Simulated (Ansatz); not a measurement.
## Energy, volume and coordination in Si₄O

Computed with DFT PBE, scalar-relativistic, plane waves, PAW in Ansatz. Settings: cutoff 420 eV, Γ-centred meshes spaced at most about 0.3 Å⁻¹, and about 0.25 Å⁻¹ or finer for metals (2π included), Gaussian smearing. No spin polarisation.

Temperature and zero-point effects are left out. Rows are sorted by volume; energies count from the lowest form computed. Coordination counts Si atoms around O (those within 1.25 times the shortest such distance or 1.15 times the sum of covalent radii, 1.27 where that leaves under three; the shortest distance is added where it exceeds 1.18 times the sum of covalent radii). The table shows 5 of 7 forms computed.

| row | form | source | atoms | coordination | V (Å³/atom) | gap on mesh (eV) | ΔE (meV/atom) |
| --- | --- | --- | --- | --- | --- | --- | --- |
| 1 | P-3m1 | invented | 5 | O 6 from 2.2 Å | 13.0 | 0 | 130 |
| 2 | P4/m | invented | 5 | O 8 from 2.4 Å | 13.5 | 0 | 238 |
| 3 | Pm-3m | invented | 5 | O 6 | 14.6 | 0 | ? |
| 4 | I4/mmm | invented | 5 | O 4 | 15.1 | 0 | 0 |
| 5 | Pmmm | invented | 5 | O 4 | 18.2 | 0 | 59 |

The cell of row 3:

```cif
data_structure
_symmetry_space_group_name_H-M 'P 1'
_symmetry_Int_Tables_number 1
_cell_length_a 4.1751
_cell_length_b 4.1751
_cell_length_c 4.1751
_cell_angle_alpha 90.000
_cell_angle_beta 90.000
_cell_angle_gamma 90.000
_cell_volume 72.78
loop_
_atom_site_label
_atom_site_type_symbol
_atom_site_fract_x
_atom_site_fract_y
_atom_site_fract_z
_atom_site_occupancy
Si1 Si 0.00000 0.00000 0.00000 1
Si2 Si 0.50000 0.50000 0.00000 1
Si3 Si 0.50000 0.00000 0.50000 1
Si4 Si 0.00000 0.50000 0.50000 1
O1 O 0.50000 0.50000 0.50000 1
```

Question: How far above the lowest form does the open row lie?

Answer: 0.34 eV/atom, which puts it above row 2, the highest in the table. Counting Si atoms around O, row 3 has O 6 and the lowest form (row 4) has O 4. The lowest form (row 4) holds Si–Si nets (shortest 2.49 Å); in row 3 the shortest Si–Si distance is 2.95 Å.

An observed structure of this formula, if there is one, may be missing.

Weakly bound directions are ill-defined at this level, which has no dispersion term (I4/mmm, P-3m1), and this can change margins and order among such cells. Cells relaxed within their symmetry can be saddle points. Some types were kept out of the candidates beforehand, so the set may lack a known form.

The two forms with four Si around O lie lowest, but coordination alone doesn't set the order: row 3, with six neighbours, lies above row 2, with eight. The silicon framework probably accounts for much of row 3's penalty. Its Si atoms form a face-centred cubic array with O in the central octahedral hole, and at 2.95 Å the Si–Si contacts are too long for strong, directional covalent bonds. The nets of the lowest form, at 2.49 Å, keep more of that bonding, though they too are stretched relative to elemental silicon.

Oxygen normally bridges two Si atoms through short, strongly polar bonds, while silicon favours four tetrahedral bonds. None of the listed forms has such bridges, and the absence of a gap in all of them contrasts with the semiconducting or insulating character usual for silicon-rich oxides. The small, symmetric cells are the likely cause, as they leave little room for a tetrahedral network with bridging oxygen. The energies rank these forms only against each other and don't show stability against separation into silicon and silica.
